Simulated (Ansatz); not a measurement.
K: changing the dispersion correction

The cell as given:

```
K
1.0
     0.00000    3.39187    3.39187
     3.39187    0.00000    3.39187
     3.39187    3.39187    0.00000
K
1
Direct
  0.00000 0.00000 0.00000
```

This isn't the form of K at room conditions, which is bcc.

Kept alike: task relaxation of cell and atoms; functional r2SCAN; k mesh 7 × 7 × 7; occupations fermi-dirac, width 0.05 eV; no spin polarisation. Program: Ansatz, Ansatz PAW, cutoff 500 eV. The mesh is that of the run's cell of 1 atom. No spin-orbit coupling.

| dispersion correction | volume (Å³/atom) |
| --- | --- |
| D3(BJ) | 73.966 |
| D3(BJ)-ATM | 74.228 |
| D4 | 75.480 |
| none | 76.450 |
| rVV10 | 74.544 |

The relaxations keep at least the cell's symmetry (Fm-3m). For a metal such a mesh leaves the last digits unconverged. Relaxations stop with a little pressure left, so the last digits of a volume or edge aren't settled. All rows use potentials made for PBE.

Problem. What does the dispersion correction change here?

Solution. The volume runs from 73.966 (D3(BJ)) to 76.450 Å³/atom (none). Against no correction: D3(BJ) -3.2 %; D3(BJ)-ATM -2.9 %; D4 -1.3 %; rVV10 -2.5 %. Dispersion terms mostly attract and so lower the volume; the schemes' coefficients and damping set how far.
